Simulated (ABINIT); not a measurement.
Zr:

```xyz
2
Lattice="3.2320 0.0000 0.0000 -1.6160 2.7990 0.0000 0.0000 0.0000 5.1470" Properties=species:S:1:pos:R:3 pbc="T T T"
Zr    1.6160    0.9330    3.8603
Zr    0.0000    1.8660    1.2868
```

* Program: ABINIT 10.8.3 (patched build)
* Task: relaxation of cell and atoms
* Functional: LDA
* Potentials or basis: JTH PAW LDA v2.0
* Cutoff: 463 eV
* k mesh: 7 × 7 × 4
* Occupations: fermi-dirac, width 0.05 eV
* Spin: no spin polarisation

At the start: pressure -6.0 GPa; volume 23.28 Å³/atom.

Question: How do energy, volume and symmetry change on relaxing?

Answer: Over 8 steps the energy falls by 28.6 meV/atom and the volume is 21.82 Å³/atom (-6.3 %); space group P6_3/mmc (No. 194, to 0.05 Å).

Step by step:
```
step  energy change (eV)  largest force (eV/Å)  pressure (GPa)  volume (Å³)
   1              0.0000                0.0000           -6.02        46.56
   2             -0.0278                0.0000           -4.43        45.71
   3             -0.0571                0.0000            0.25        43.54
   4             -0.0572                0.0000           -0.01        43.65
   5             -0.0572                0.0000            0.00        43.65
   6             -0.0572                0.0000            0.01        43.64
   7             -0.0572                0.0000            0.01        43.64
   8             -0.0572                0.0000            0.01        43.65
```

Final structure:
```cif
data_structure
_symmetry_space_group_name_H-M 'P 1'
_symmetry_Int_Tables_number 1
_cell_length_a 3.1631
_cell_length_b 3.1631
_cell_length_c 5.0374
_cell_angle_alpha 90.000
_cell_angle_beta 90.000
_cell_angle_gamma 120.000
_cell_volume 43.65
loop_
_atom_site_label
_atom_site_type_symbol
_atom_site_fract_x
_atom_site_fract_y
_atom_site_fract_z
_atom_site_occupancy
Zr1 Zr 0.66667 0.33333 0.75000 1
Zr2 Zr 0.33333 0.66667 0.25000 1
```
